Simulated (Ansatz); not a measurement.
Ansatz input

```yaml
crystal:
  lattice:
    - [4.5302708278, 0.0, 0.0]
    - [-2.2651354139, 3.9233296229, 0.0]
    - [0.0, 0.0, 5.937427725]
  atoms:
    - { symbol: Te, position: [0.2684005468, 1.0, 0.3333333333] }
    - { symbol: Te, position: [0.0, 0.2684005468, 0.6666666667] }
    - { symbol: Te, position: [0.7315994532, 0.7315994532, 0.0] }
hamiltonian:
  xc: pbe
  pseudopotentials:
    kind: paw
    azcp:
      Te: "pseudopotentials/Te.paw.azcp"
basis:
  ecutwfc: 420
  fft_grid_basis: typed
kpoints:
  mp_grid: { grid: [8, 8, 6], shift: [0, 0, 0] }
magnetization:
  spin_polarized: false
scf:
  occupations: { method: fermi_dirac, width: 0.6 }
  lower_state_search: "off"
output:
  stress: true
```

Output

```
band count auto-derived: 37 (N_el = 48.0; filled up to band 24; 28 by the electrons, moments and atoms)
Engine: ansatz 0.2.0, x86_64-unknown-linux-gnu
Pseudopotentials: kind: paw
Pseudopotential: Te, paw, valence charge 16, recommended cutoff 420 eV (normal) 
Functional definition: PBE
  parameter kappa = 0.804
  parameter beta = 0.06672455060314922
  exchange = pbe_x(kappa = kappa, mu = beta*pi^2/3)
  correlation = pbe_c(beta = beta)
Crystal: 3 atoms, lattice volume = 105.530 Å³
Basis set: ecut = 420 eV, 2077 PW (Γ)
Bands: 37, of which v1, the nominal top of the filled ones, is band 24 counted from 1 (23 counted from 0)
Symmetry: 6 space group operations
Space group: P3121 (ITA 152), of the structure as read, at distance tolerance 4.7e-5 Å
k-points: 50 of 384 (time reversal used)
Non-local potential: Te, projectors of the file, l = 0: 2, l = 1: 2, l = 2: 2, l = 3: 2
PAW form: soft (Blöchl's): semilocal exchange-correlation on the pseudo side does not see the compensation charge
PAW one-centre angular grid: Te, 590 points (default); XC on 64 Gauss nodes
Initial density: superposition of atomic densities (neutral atoms: chi_scale 0, normalization atom), corrected by the library's trained network
Initial wavefunctions: pseudopotential atomic-orbital guess
Functional: x = pbe(κ = 0.804, μ = 0.2195149727645171), c = pbe(β = 0.06672455060314922)
SCF iter   1: F=—  HF=-20940.705977 eV  |F-HF|=—  |Δ(HF+E_count)|=         —  Δρ=4.08e-3  dr2=1.52e-2  ethr=1.77e-3  ⟨swp⟩=11.4  Hψ=9728  notcnv=0
SCF iter   2: F=—  HF=-20940.703367 eV  |F-HF|=—  |Δ(HF+E_count)|=   2.61e-3  Δρ=1.26e-3  dr2=1.90e-3  ethr=3.16e-5  ⟨swp⟩=3.0  Hψ=4204  notcnv=0
SCF iter   3: F=—  HF=-20940.703069 eV  |F-HF|=—  |Δ(HF+E_count)|=   2.99e-4  Δρ=6.46e-4  dr2=5.49e-4  ethr=3.95e-6  ⟨swp⟩=2.0  Hψ=3109  notcnv=0
SCF iter   4: F=—  HF=-20940.702890 eV  |F-HF|=—  |Δ(HF+E_count)|=   1.78e-4  Δρ=1.20e-4  dr2=1.78e-5  ethr=1.14e-6  ⟨swp⟩=2.2  Hψ=2954  notcnv=0
SCF iter   5: F=—  HF=-20940.702892 eV  |F-HF|=—  |Δ(HF+E_count)|=   1.12e-6  Δρ=2.44e-5  dr2=5.01e-7  ethr=3.70e-8  ⟨swp⟩=2.0  Hψ=3119  notcnv=0
SCF iter   6: F=-20940.702892 eV  HF=-20940.702892 eV  |F-HF|=6.06e-9  |Δ(HF+E_count)|=   1.96e-7  Δρ=2.88e-6  dr2=6.13e-9  ethr=2.08e-10  ⟨swp⟩=5.0  Hψ=5709  notcnv=0
SCF 1 converged in 6 iterations: F = -20940.702892 eV  dr2 = 6.13e-9
SCF converged after 6 iterations
Free energy (F): -20940.702892 eV
Harris-Foulkes:  -20940.702892 eV  (|F-HF|=6.06e-9)
Internal energy: -20938.552113 eV  (E = F + TS)
E sigma→0 (E₀):  -20939.627503 eV
Entropy (-TS):   -2.150778 eV (-716.926 meV/atom)
Fermi energy:    8.327318 eV
--- Per-component energies (eV) ---
  E_band       = -818.037440
  E_kinetic    = 540.389744
  E_local      = -3923.736509  (includes V_loc(G=0)·N_el)
  E_nonlocal   = -931.275727
  E_hartree    = 2472.648040
  E_xc         = -371.589983
  E_vxc        = -310.518675  (∫ρ·V_xc dr)
  E_paw        = -13985.937667  (= ΣΔE_a)
  E_vpaw       = -1138.191779  (= ΣTr[D̂ρ^β])
  E_aug_tail   = -0.000586  (compensation charges beyond the density's cutoff)
  E_ewald      = -4739.049427
  E_smearing   = -2.150778  (= −TS)
  E_closure    = -0.000000  (closes the sum)
  Σ components = -20940.702892   (vs F -20940.702892, Δ=0.00e0)
--- Stress (GPa, compression-positive) ---
        1.669171      -0.000000       0.000000
        0.000000       1.669171       0.000000
        0.000000       0.000000       2.653790
  P = ⅓ Tr σ = 1.9974 GPa (19.974 kbar)
```

Launched by

```sh
ansatz run input.yaml --threads 1 --pin off --max-ram 3584MiB --backend cpu --events-out ev --progress --plain --runs-dir out
```

On 1 thread of Intel(R) Xeon(R) Platinum 8259CL CPU @ 2.50GHz (Skylake/Cascade Lake) (shared host) this took about 20 s of wall time and 19 s of CPU time.
